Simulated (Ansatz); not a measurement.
**LaGaS3 (model cell, started as cubic perovskite with Ga in the octahedra): following an unstable mode**

Wanted: the energy along a soft mode of LaGaS3 (model cell, started as cubic perovskite with Ga in the octahedra) and the structure at the end.

Program: Ansatz 0.2.0. Level of theory: DFT PBEsol, scalar-relativistic, plane waves, PAW; PAW set soft_1. Results are calculated unless marked as measured.

Most raw output is cut from this account.

The structure was built from a prototype and need not be the compound's stable phase.

**1. Set-up**

Symmetry: Pm-3m, No. 221, cubic system. Conventional cell: a = 4.679 Å, b = 4.679 Å, c = 4.679 Å, α = 90.00°, β = 90.00°, γ = 90.00°. Nearest to La lie 12 S at 3.31 Å. Nearest to Ga lie 6 S at 2.34 Å. Nearest to S lie 2 Ga at 2.34 Å and 4 La at 3.31 Å. Farther neighbours and most contacts between anions are not listed.

**2. Response at finite wavevector**

The cell comes from relaxations at this level that are not shown. Stability and thermal properties need the whole zone. Linear response on a 4×4×4 q mesh gives force constants as far as a supercell of that size would.

input.yaml reads:

```yaml
crystal:
  lattice:
    - [4.6785878409, 0.0, 0.0]
    - [0.0, 4.6785878409, 0.0]
    - [0.0, 0.0, 4.6785878409]
  atoms:
    - { symbol: La, position: [0.0, 0.0, 0.0] }
    - { symbol: Ga, position: [0.5, 0.5, 0.5] }
    - { symbol: S, position: [0.5, 0.5, 0.0] }
    - { symbol: S, position: [0.5, 0.0, 0.5] }
    - { symbol: S, position: [0.0, 0.5, 0.5] }
kpoints:
  mp_grid: { grid: [8, 8, 8] }
hamiltonian:
  xc: pbesol
  pseudopotentials: { kind: paw, azcp: { folder: soft_1 }, xc_functional: pbe }
scf:
  occupations: { method: methfessel_paxton, width: 0.2 }
output:
  eigenvalues: true
phonons:
  method: dfpt
  qmesh: [4, 4, 4]
  temperatures: { t_max: 1000, t_step: 50 }
  qpath:
    path:
      - [[0.0, 0.0, 0.0], [0.0, 0.5, 0.0], [0.5, 0.5, 0.0], [0.0, 0.0, 0.0], [0.5, 0.5, 0.5], [0.0, 0.5, 0.0]]
      - [[0.5, 0.5, 0.5], [0.5, 0.5, 0.0]]
    npoints: 10
```

Started as:

```console
$ ansatz run input.yaml --threads 8 --pin off --max-ram 16384MiB --backend cpu --events-out ev --progress --plain --runs-dir out
```

Elapsed: 11 min, on 8 threads of Arm Neoverse V1, shared host; peak memory 4.4 GiB; 82 min of CPU time.

This step gave:

* volume per atom: 20.48 Å³
* gap on the k-mesh: 0 eV
* sum-rule residual before enforcement: 8.15e-5 eV/Å²
* lowest frequency on the path: -185.0 cm⁻¹
* point group: m-3m
* highest frequency on the path or at a solved wavevector: 431.3 cm⁻¹
* highest optical mode at the zone centre (no LO-TO term): 356.8 cm⁻¹
* lowest optical zone-centre mode: -102.4 cm⁻¹
* lowest mode on the q mesh (acoustic modes at Γ apart): -185.0 cm⁻¹

Frequencies (cm⁻¹) solved at each irreducible wavevector; negative means imaginary. Frequencies by wavevector, by row:

```csv
q in reciprocal lattice units,star,mode 1,mode 2,mode 3,mode 4,mode 13,mode 14,mode 15
0 0 0,1,-102.4,-102.4,-102.4,-98.5,356.8,356.8,356.8
0 0 0.25,6,-94.8,-94.8,-81,-81,356.7,359,359
0 0 -0.5,3,-89.3,-89.3,-57.2,-57.2,350.4,363.1,363.1
0 0.25 0.25,12,-135.1,-106.1,-79.7,-64.3,309.4,362,389.2
0 0.25 -0.5,12,-144.7,-87.4,-85.3,-68.1,278.3,366,394.1
0 -0.5 -0.5,3,-164.7,-109,-109,-18.7,223,369.8,398.5
0.25 0.25 0.25,8,-144.1,-129.4,-129.4,-59.3,307.1,307.1,413.3
0.25 0.25 -0.5,12,-153.9,-139.7,-130.6,-62.3,264.1,306.1,419.4
0.25 -0.5 -0.5,6,-174.1,-150,-150,-56.3,225.3,287.5,425
-0.5 -0.5 -0.5,1,-185,-185,-185,-63.9,226.2,226.2,431.3
```

Interpolated from a 4×4×4 q mesh. Phonon branches along the path, in cm⁻¹:

```csv
point,branch 1,branch 2,branch 3,branch 4,branch 12,branch 13,branch 14,branch 15
Γ,-102,-102,-102,-98,50,357,357,357
halfway,-95,-95,-81,-81,140,357,359,359
X,-89,-89,-57,-57,208,350,363,363
halfway,-145,-87,-85,-68,211,278,366,394
M,-165,-109,-109,-19,216,223,370,398
halfway,-135,-106,-80,-64,153,309,362,389
Γ,-102,-102,-102,-98,50,357,357,357
halfway,-144,-129,-129,-59,165,307,307,413
R,-185,-185,-185,-64,226,226,226,431
halfway,-154,-140,-131,-62,215,264,306,419
X,-89,-89,-57,-57,208,350,363,363
jump to R,-185,-185,-185,-64,226,226,226,431
halfway,-174,-150,-150,-56,221,225,288,425
M,-165,-109,-109,-19,216,223,370,398
```

Symmetry leaves 10 wavevectors to solve. The lowest mode among them, the acoustic zeros apart, lies at q = (-0.5, -0.5, -0.5) and is imaginary, 185.0i cm⁻¹, so the energy falls along it.

**3. The mode frozen in, largest atomic shift 0 Å**

The mode followed lies at q = (0.25, -0.5, -0.5) with frequency 174.1i cm⁻¹, one of the unstable modes though not the softest. At small amplitude the distorted cell has space group no. 140 by a symmetry search on the positions. The undistorted cell that holds it gives the zero of energy on the same k mesh.

System of this step: LaGaS3 (model cell, started as cubic perovskite with Ga in the octahedra). The structure is cubic, space group Pm-3m (No. 221). The conventional cell has a = 4.679 Å, b = 4.679 Å, c = 4.679 Å, α = 90.00°, β = 90.00°, γ = 90.00°. Nearest to La lie 12 S at 3.31 Å. Nearest to Ga lie 6 S at 2.34 Å. Nearest to S lie 2 Ga at 2.34 Å and 4 La at 3.31 Å. Nearest to S lie 2 Ga at 2.34 Å and 4 La at 3.31 Å. Farther neighbours and most contacts between anions are not listed.

input.yaml reads:

```yaml
crystal:
  lattice:
    - [0.0, -4.6785878409, -4.6785878409]
    - [0.0, -4.6785878409, 4.6785878409]
    - [-9.3571756818, -4.6785878409, 0.0]
  atoms:
    - { symbol: La, position: [0.25, 0.25, 0.5] }
    - { symbol: La, position: [0.75, 0.75, 0.5] }
    - { symbol: La, position: [0.0, 0.0, 1.0] }
    - { symbol: La, position: [0.5, 0.5, 1.0] }
    - { symbol: Ga, position: [0.375, 0.875, 0.25] }
    - { symbol: Ga, position: [0.875, 0.375, 0.25] }
    - { symbol: Ga, position: [0.125, 0.625, 0.75] }
    - { symbol: Ga, position: [0.625, 0.125, 0.75] }
    - { symbol: S, position: [0.125, 0.125, 0.25] }
    - { symbol: S, position: [0.625, 0.625, 0.25] }
    - { symbol: S, position: [0.875, 0.875, 0.75] }
    - { symbol: S, position: [0.375, 0.375, 0.75] }
    - { symbol: S, position: [0.625, 0.125, 0.25] }
    - { symbol: S, position: [0.125, 0.625, 0.25] }
    - { symbol: S, position: [0.375, 0.875, 0.75] }
    - { symbol: S, position: [0.875, 0.375, 0.75] }
    - { symbol: S, position: [0.5, 0.0, 0.0] }
    - { symbol: S, position: [0.0, 0.5, 0.0] }
    - { symbol: S, position: [0.25, 0.75, 0.5] }
    - { symbol: S, position: [0.75, 0.25, 0.5] }
kpoints:
  mp_grid: { grid: [6, 6, 6] }
hamiltonian:
  xc: pbesol
  pseudopotentials: { kind: paw, azcp: { folder: soft_1 }, xc_functional: pbe }
scf:
  occupations: { method: methfessel_paxton, width: 0.2 }
output:
  forces: true
  stress: true
  eigenvalues: true
```

Wall time 13 s (8 threads); peak memory 2.6 GiB; 1.7 min of CPU time.

Numbers from this step:

```
pressure                         : 0.01172 GPa
energy from the undistorted cell : 0 meV/atom
```

The run ends at a pressure of 0.01 GPa.

**4. The mode frozen in, largest atomic shift 0.6 Å**

The atoms are moved along the unstable eigenvector, the largest shift by 0.6 Å, with the cell fixed.

Edit input.yaml of step 3 so:

```diff
@@ -14,10 +14,10 @@
     - { symbol: Ga, position: [0.625, 0.125, 0.75] }
-    - { symbol: S, position: [0.125, 0.125, 0.25] }
-    - { symbol: S, position: [0.625, 0.625, 0.25] }
-    - { symbol: S, position: [0.875, 0.875, 0.75] }
-    - { symbol: S, position: [0.375, 0.375, 0.75] }
-    - { symbol: S, position: [0.625, 0.125, 0.25] }
-    - { symbol: S, position: [0.125, 0.625, 0.25] }
-    - { symbol: S, position: [0.375, 0.875, 0.75] }
-    - { symbol: S, position: [0.875, 0.375, 0.75] }
+    - { symbol: S, position: [0.0608780875, 0.0608780875, 0.25] }
+    - { symbol: S, position: [0.6891219125, 0.6891219125, 0.25] }
+    - { symbol: S, position: [0.9391219125, 0.9391219125, 0.75] }
+    - { symbol: S, position: [0.3108780875, 0.3108780875, 0.75] }
+    - { symbol: S, position: [0.5608780875, 0.1891219125, 0.25] }
+    - { symbol: S, position: [0.1891219125, 0.5608780875, 0.25] }
+    - { symbol: S, position: [0.4391219125, 0.8108780875, 0.75] }
+    - { symbol: S, position: [0.8108780875, 0.4391219125, 0.75] }
     - { symbol: S, position: [0.5, 0.0, 0.0] }
```

The job ended after 16 s (8 threads; peak memory 2.6 GiB; 2.1 min of CPU time).

Numbers from this step:

- pressure: 0.8031 GPa
- energy from the undistorted cell: -115.8 meV/atom

The energy, extrapolated to zero smearing, is -115.77 meV/atom against the undistorted cell.

The run ends at a pressure of 0.80 GPa, with forces up to 0.13 eV/Å.

**5. Energy along the mode, all amplitudes (two of the runs are shown above)**

An imaginary frequency means negative curvature, so the energy should fall and then rise again as anharmonic terms take over.

This step gave:

```yaml
depth_at_the_lowest_point_sampled: 115.8 meV/atom
largest_atomic_shift_at_that_point: 0.6 Å
```

Energy from the parent against largest atomic shift:

```csv
largest atomic shift (Å),energy from the parent (meV/atom)
0.000,0
0.040,-1.24
0.080,-4.86
0.140,-14.3
0.220,-32.7
0.320,-60.6
0.450,-94.9
0.600,-116
```

Displacement at unit largest shift by atom:

| atom | x (Å) | y (Å) | z (Å) | size |
| --- | --- | --- | --- | --- |
| La1 | 0.00 | 0.00 | 0.00 | 0.00 |
| La2 | 0.00 | 0.00 | 0.00 | 0.00 |
| La3 | 0.00 | 0.00 | 0.00 | 0.00 |
| La4 | 0.00 | 0.00 | 0.00 | 0.00 |
| Ga5 | 0.00 | 0.00 | 0.00 | 0.00 |
| Ga6 | 0.00 | 0.00 | 0.00 | 0.00 |
| Ga7 | 0.00 | 0.00 | 0.00 | 0.00 |
| Ga8 | 0.00 | 0.00 | 0.00 | 0.00 |
| S9 | 0.00 | 1.00 | 0.00 | 1.00 |
| S10 | 0.00 | -1.00 | 0.00 | 1.00 |
| S11 | 0.00 | -1.00 | 0.00 | 1.00 |
| S12 | 0.00 | 1.00 | 0.00 | 1.00 |
| S13 | 0.00 | 0.00 | 1.00 | 1.00 |
| S14 | 0.00 | 0.00 | -1.00 | 1.00 |
| S15 | 0.00 | 0.00 | -1.00 | 1.00 |
| S16 | 0.00 | 0.00 | 1.00 | 1.00 |
| S17 | 0.00 | 0.00 | 0.00 | 0.00 |
| S18 | 0.00 | 0.00 | 0.00 | 0.00 |
| S19 | 0.00 | 0.00 | 0.00 | 0.00 |
| S20 | 0.00 | 0.00 | 0.00 | 0.00 |

The lowest of the steps tried is the last one, at 0.6 Å, 116 meV/atom below the parent; the bottom of the well need not coincide with a step.

**6. Relaxation from the frozen mode**

Starting from the lowest point found, all atoms and the cell are let go, so that strain and other modes of the same symmetry can join in.

Edit input.yaml of step 4 so:

```diff
@@ -37 +37,6 @@
   eigenvalues: true
+relax:
+  adjacent_minimum: "off"
+  f_tol: 0.002
+  max_steps: 120
+  cell: { stress_tol: 0.03 }
```

It took 2.4 min on 8 threads; peak memory 2.6 GiB; 19 min of CPU time.

Step by step:

```csv
step,energy less that of the first step (eV),largest force component (eV/Å),pressure (GPa),volume (Å³)
1,0.0000,0.0923,0.80,409.64
2,-0.3741,0.1310,0.56,408.87
3,-0.5491,0.1227,0.24,408.24
4,-0.5697,0.0311,-0.30,410.58
5,-0.5722,0.0114,0.07,408.86
6,-0.5723,0.0046,-0.01,409.28
7,-0.5723,0.0097,0.01,409.20
8,-0.5723,0.0000,0.00,409.22
9*,-0.5732,0.0000,0.00,409.22
```

Relaxation steps marked * repeat the geometry before them on a plane-wave basis chosen anew for their cell, so energy and pressure can jump there. Relaxation step 7 was tried and not accepted.

The run keeps the 16 symmetry operations that it works with, so distortions that break them were not tested.

```
conventional cell, symmetrised  before   after  change
                         a (Å)   6.617   6.426  -2.9 %
                         b (Å)   6.617   6.426  -2.9 %
                         c (Å)  18.714  19.820  +5.9 %
              volume (Å³/atom)   20.48   20.46  -0.1 %
```

The atoms that moved most (Å, as changes of fractional coordinates times the final cell):

```
atom      dx      dy      dz  length
 S16   0.011   0.000   0.084   0.085
 S12   0.011   0.084   0.000   0.085
 S10  -0.011  -0.084   0.000   0.085
 S15   0.011   0.000  -0.084   0.085
  S9  -0.011   0.084   0.000   0.085
 S13  -0.011   0.000   0.084   0.085
 S14  -0.011   0.000  -0.084   0.085
 S11   0.011  -0.084   0.000   0.085
```

Final coordinates:

```
La Ga S
1.0
     0.00000   -4.54392   -4.54392
     0.00000   -4.54392    4.54392
    -9.90987   -4.54392    0.00000
La Ga S
4 4 12
Direct
  0.25000 0.25000 0.50000
  0.75000 0.75000 0.50000
  0.00000 0.00000 0.00000
  0.50000 0.50000 0.00000
  0.37455 0.87455 0.25091
  0.87455 0.37455 0.25091
  0.12545 0.62545 0.74909
  0.62545 0.12545 0.74909
  0.05107 0.05107 0.25109
  0.69784 0.69784 0.25109
  0.94893 0.94893 0.74891
  0.30216 0.30216 0.74891
  0.55107 0.19784 0.25109
  0.19784 0.55107 0.25109
  0.44893 0.80216 0.74891
  0.80216 0.44893 0.74891
  0.50000 0.00000 0.00000
  0.00000 0.50000 0.00000
  0.25000 0.75000 0.50000
  0.75000 0.25000 0.50000
```

This step gave:

* pressure: 0.004117 GPa
* volume per atom: 20.46 Å³
* gap on the k-mesh: 0.2491 eV

The distorted start has space group I4/mcm; the relaxation ends in I4/mcm.

**7. The phases reached**

The phases reached along the modes that were followed are set side by side.

Energies are those of the first relaxation, on the mesh of the frozen mode; space group, volume and gap are those of the last relaxation. Phases, by row:

| mode frozen in | space group | energy from parent (meV/atom) | volume (Å³/atom) | gap on mesh (eV) | lowest zone-centre optical mode (cm⁻¹) | largest shift (Å) |
| --- | --- | --- | --- | --- | --- | --- |
| parent | Pm-3m | 0 | 20.48 | 0 | – | – |
| q = (-0.5, -0.5, -0.5), 185i cm⁻¹ | I4/mcm | -155.6 | 20.42 | 0.266 | -75 | 0.672 |
| q = (-0.5, -0.5, -0.5), 185i cm⁻¹ | R-3c | -178.2 | 20.55 | 0.455 | -43.1 | 0.604 |
| q = (-0.5, -0.5, -0.5), 185i cm⁻¹ | Imma | -173.7 | 20.84 | 0.31 | -71.6 | 0.66 |
| q = (0.25, -0.5, -0.5), 174i cm⁻¹ | I4/mcm | -144.1 | 20.46 | 0.249 | – | 0.667 |

**8. What came out**

| Property | Result |
| --- | --- |
| unstable mode of the parent | q = (0.25, -0.5, -0.5), 174i cm⁻¹ |
| depth at the lowest point sampled | 116 meV/atom |
| largest atomic shift at that point | 0.6 Å |
| space group reached (within 0.01 Å) | I4/mcm |
| energy gained over the parent (first relaxation, on the mesh of the frozen mode) | 144 meV/atom |
| volume per atom, phase reached | 20.5 Å³ |
| gap on the k-mesh, phase reached | 0.249 eV |

In words: Along this mode the structure falls into I4/mcm, 144 meV/atom below the parent. At the parent's cell the well is 115.8 meV/atom deep on the steps tried, with its lowest point at a shift of 0.6 Å. That is the last step tried, so the steps alone don't bracket the bottom of the well. Relaxing atoms and cell changes the gain by +28.35 meV/atom against the lowest step (energies at zero smearing). The modes of the phase reached were not computed on this path. Of the 4 patterns followed to their end from this parent, this one ends 34.0 meV/atom above the lowest, R-3c. Each path keeps the symmetry of its pattern, so a lower phase may lie along a pattern not tried. With no gap, or one that is small against the smearing, the frequencies hang on the k mesh and the smearing, most of all near Kohn anomalies. Spin-orbit coupling is left out, which can matter for the heavy elements here. The PAW files were made for PBE and serve the other functionals too. A phonon run warned that its eigensolver left some bands unconverged in a pass. The starting cell was built on a prototype and not taken from a measurement, so the phase need not exist.

[Logs are printed without paths, hosts, clocks, repeated set-up lines and the standing remarks that a program may print on its own settings, such as how far it seeks lower states.]

[Hosts, paths, dates, database ids (printed as entryN), source tags and the programs' standing remarks are cut or masked in the printed files.]
